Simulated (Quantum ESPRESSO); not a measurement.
Crystal: BeTe.

```
Te Be
1.0
     0.00000    2.77000    2.77000
     2.77000    0.00000    2.77000
     2.77000    2.77000    0.00000
Te Be
1 1
Direct
  0.75000 0.75000 0.75000
  0.00000 0.00000 0.00000
```

```yaml
Program: Quantum ESPRESSO 7.5
Task: Berry-phase polarisation
Functional: PBEsol
Potentials_or_basis: GBRV 1.5 PBEsol
Cutoff: 612 eV
Density_cutoff: 4898 eV
k_mesh: 4 × 4 × 4
Occupations: fermi-dirac, width 0.05 eV
Spin: no spin polarisation
Mixing_beta: 0.5
Most_SCF_iterations: 120
SCF_threshold: 4e-10 Ry
k_points_per_string: 8 × 8 × 8
```

The cell and the atoms were relaxed first, to 22.26 Å³/atom (a = 3.978 Å, b = 3.978 Å, c = 3.978 Å, α = 60.00°, β = 60.00°, γ = 60.00°), and the response was taken there.

The first run showed a gap, so the response started from a second, tighter run with fixed occupations.

**Question.** What formal polarisation does the Berry-phase calculation give along the three lattice vectors?

**Answer.** 0.713, 0.713, 0.713 C/m², each defined up to a quantum of 2.864, 2.864, 2.864 C/m², that is 0.249, 0.249, 0.249 of the quanta. A formal value alone isn't measurable: only its change along an insulating path is.

Berry phases in units of 2π:
| direction | ionic | electronic | their sum is defined modulo |
| --- | --- | --- | --- |
| a1 | 0.500 | -0.002 | 2 |
| a2 | 0.500 | -0.002 | 2 |
| a3 | 0.500 | -0.002 | 2 |

Caveat: the k mesh is coarse (spacing up to 0.49 Å⁻¹), so the values aren't converged; with symmetry on, the polarisation can be off by several percent; spin-orbit coupling is left out, which moves the levels of the heavy elements.
